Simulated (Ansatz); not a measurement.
# BiTe: the cost of one run

Program: Ansatz 0.2.0. Level of theory: DFT PBE, scalar-relativistic, plane waves, PAW. These are calculated values, not measurements.

2 further runs of the same task are left out: 2 set aside as unsound or not needed.

### Step 1. The structure to begin with

The structure is cubic, space group Fm-3m (No. 225). Conventional cell: a = 6.502 Å, b = 6.502 Å, c = 6.502 Å, α = 90.00°, β = 90.00°, γ = 90.00°. Bi (site symmetry m-3m) has 6 Te at 3.25 Å in its first shell of neighbours. Te (site symmetry m-3m) is surrounded by 6 Bi at 3.25 Å.

Coordinates:

```cif
data_structure
_symmetry_space_group_name_H-M 'P 1'
_symmetry_Int_Tables_number 1
_cell_length_a 4.5979
_cell_length_b 4.5979
_cell_length_c 4.5979
_cell_angle_alpha 60.000
_cell_angle_beta 60.000
_cell_angle_gamma 60.000
_cell_volume 68.73
loop_
_atom_site_label
_atom_site_type_symbol
_atom_site_fract_x
_atom_site_fract_y
_atom_site_fract_z
_atom_site_occupancy
Bi1 Bi 0.00000 0.00000 0.00000 1
Te1 Te 0.50000 0.50000 0.50000 1
```

This cell was relaxed beforehand with the same method: volume 34.37 Å³/atom, gap on the mesh none (metal).

### Step 2. Next: the cluster of 8 host atoms, cut as a sphere about cell point 1/4, shaken

The cluster is cut from the relaxed crystal and set in a periodic box with vacuum round it. Its excess energy counts from the bulk, -9688.3264 eV an atom.

The cell holds 4 Bi, 4 Te: a = 11.800 Å, b = 12.100 Å, c = 12.400 Å, α = 90.00°, β = 90.00°, γ = 90.00°.

### Step 3. Relaxation

Contents of input.yaml:

```yaml
crystal:
  lattice:
    - [11.8, 0.0, 0.0]
    - [0.0, 12.1, 0.0]
    - [0.0, 0.0, 12.4]
  atoms:
    - { symbol: Bi, position: [0.3704055979, 0.3716454455, 0.3689257487] }
    - { symbol: Te, position: [0.6338474046, 0.3709921779, 0.3754183409] }
    - { symbol: Bi, position: [0.3539982387, 0.6376528975, 0.6225411738] }
    - { symbol: Te, position: [0.6375290516, 0.6193757166, 0.6441750189] }
    - { symbol: Bi, position: [0.641311432, 0.3729288318, 0.6209101994] }
    - { symbol: Te, position: [0.3708963416, 0.3686162618, 0.6241585326] }
    - { symbol: Bi, position: [0.6337006697, 0.6302626671, 0.366102049] }
    - { symbol: Te, position: [0.3682922817, 0.6327910055, 0.357488945] }
basis:
  ecutwfc: 420
kpoints:
  mp_grid: { grid: [1, 1, 1] }
hamiltonian:
  xc: pbe
scf:
  occupations: { method: gaussian, width: 0.05 }
output:
  forces: true
  eigenvalues: true
  populations: true
  write_density: true
  write_potential: true
  elf: true
  volumetric_format: npy
relax:
  adjacent_minimum: "off"
  f_tol: 0.03
  max_steps: 40
```

Launch:

```
$ ansatz run input.yaml --threads 4 --pin off --max-ram 11264MiB --backend cpu --events-out ev --progress --plain --runs-dir out
```

Q: Estimate wall time and peak memory on 4 threads of Arm Neoverse V2, shared host.

About 23 s, with a peak of 1.1 GiB.
